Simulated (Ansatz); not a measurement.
Crystal: PbS.

```xyz
2
Lattice="4.0897 0.0000 0.0000 -2.0448 3.5418 0.0000 0.0000 0.0000 3.7882" Properties=species:S:1:pos:R:3 pbc="T T T"
Pb    0.0000    0.0000    0.0000
S     2.0448    1.1806    1.8941
```

Measurements of this composition are mostly on another form, of space group No. 225.

Base run:

```yaml
Program: Ansatz 0.2.0
Functional: LDA
Potentials_or_basis: all-electron LAPW, scalar-relativistic
Cutoff: 170 eV (chosen from the basis error)
Basis_error_allowed: 0.001 eV/atom
k_mesh: 8 × 8 × 7
Occupations: gaussian, width 0.02 eV
Spin: no spin polarisation
```

Its results: band gap on the k mesh 0.09 eV, indirect (least direct gap 1.56 eV); pressure -4.2 GPa.

Question: The run is repeated on the same cell with these changes: functional from LDA to RPBE. What comes out?

Answer: Band gap on the k mesh 0.29 eV, indirect (least direct gap 1.70 eV); pressure 1.9 GPa.

RPBE binds less tightly than LDA, so the same cell stands under more pressure.

Caveats: spin-orbit coupling is left out, which as a rule narrows the gap of such compounds by several tenths of an eV; an odd mesh through Γ misses points on the zone boundary, where band edges often lie.
